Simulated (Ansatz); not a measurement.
Ge:

```xyz
2
Lattice="-2.4959 2.6509 1.4369 2.4959 -2.6509 1.4369 2.4959 2.6509 -1.4369" Properties=species:S:1:pos:R:3 pbc="T T T"
Ge    0.0000    1.3254    0.1841
Ge    2.4959    1.3254    1.2529
```

This isn't the form of Ge at room conditions, which is diamond.

| Quantity | Value |
| --- | --- |
| Program | Ansatz 0.2.0 |
| Task | relaxation of cell and atoms |
| Functional | PBE0 |
| Potentials or basis | Ansatz PAW |
| Cutoff | 420 eV (not typed: the program's choice for these potentials) |
| k mesh | 6 × 6 × 6 |
| Occupations | fermi-dirac, width 0.05 eV |
| Spin | no spin polarisation |

At the start: volume 19.01 Å³/atom.

Task: Where does the relaxation end?

Result: It ends after 8 steps and the volume is 18.51 Å³/atom (-2.7 %); space group Imma (No. 74, to 0.05 Å).

The path:
```tsv
step	energy change (eV)	largest force (eV/Å)	volume (Å³)
1	0.0000	0.0389	38.03
2	-0.0177	0.0489	36.94
3	-0.0230	0.0760	37.20
4	-0.0261	0.0410	37.13
5	-0.0270	0.0081	37.11
6	-0.0274	0.0029	37.02
7	-0.0274	0.0009	37.02
8	-0.0271	0.0010	37.02
```

Final structure:
```
CELL_PARAMETERS angstrom
-2.46845 2.70518 1.38579
2.46845 -2.70518 1.38579
2.46845 2.70518 -1.38579
ATOMIC_POSITIONS crystal
Ge 0.32714 0.07714 0.25000
Ge 0.67286 0.92286 0.75000
```

Caveat: the k mesh is coarse (spacing up to 0.42 Å⁻¹), so the values aren't converged, least of all with exact exchange; the plane-wave basis is chosen anew once the cell has moved, so the energies of steps on either side of that aren't comparable; the PAW data sets come from PBE, with cores solved anew for the run's functional, which leaves a small shift of forces and pressure.
